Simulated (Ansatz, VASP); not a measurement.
# Two plane-wave programs on MnS

```
Mn S
1.0
     0.00000    2.80000    2.80000
     5.60000    2.80000    2.80000
     5.60000    5.60000    0.00000
Mn S
2 2
Direct
  0.00000 0.00000 0.00000
  0.00000 0.00000 0.50000
  0.75000 0.75000 0.00000
  0.75000 0.75000 0.50000
```

Alike in both runs: task single point; functional LDA; k mesh 6 × 6 × 6; occupations gaussian, width 0.05 eV; collinear spin; Hubbard terms Mn d U = 8.0 eV.

|  | VASP | Ansatz |
| --- | --- | --- |
| version | VASP 6.6.1 | Ansatz 0.2.0 |
| potentials or method | VASP PAW LDA potentials, release 64 (Mn_pv, S) | scalar-relativistic, plane waves, PAW |
| plane-wave cutoff (eV) | 520 | 420 |
| valence electrons in the cell | 38 | 42 |

```tsv
	VASP	Ansatz	Ansatz less VASP
gap on the k mesh at the Fermi level (eV)	2.76	2.65	-0.107
least direct gap on the mesh (eV)	2.76	2.65	-0.107
pressure (GPa)	1.5	2.0	+0.44
largest component of the traceless stress (GPa)	0.16	0.17	+0.016
net moment per atom (μB)	0.00	0.00	0.000
size of the moment on the site where the two differ most (μB)	4.62	4.38	-0.240
```

Site moments also hang on the region over which each program counts them. The programs project onto different local orbitals, so the same U acts differently. The two sets of potentials don't hold the same shells in valence. Ansatz warned: «stability_check_not_made».

A k mesh can miss the band edges. The state reached can hang on the start; a lower one may exist.
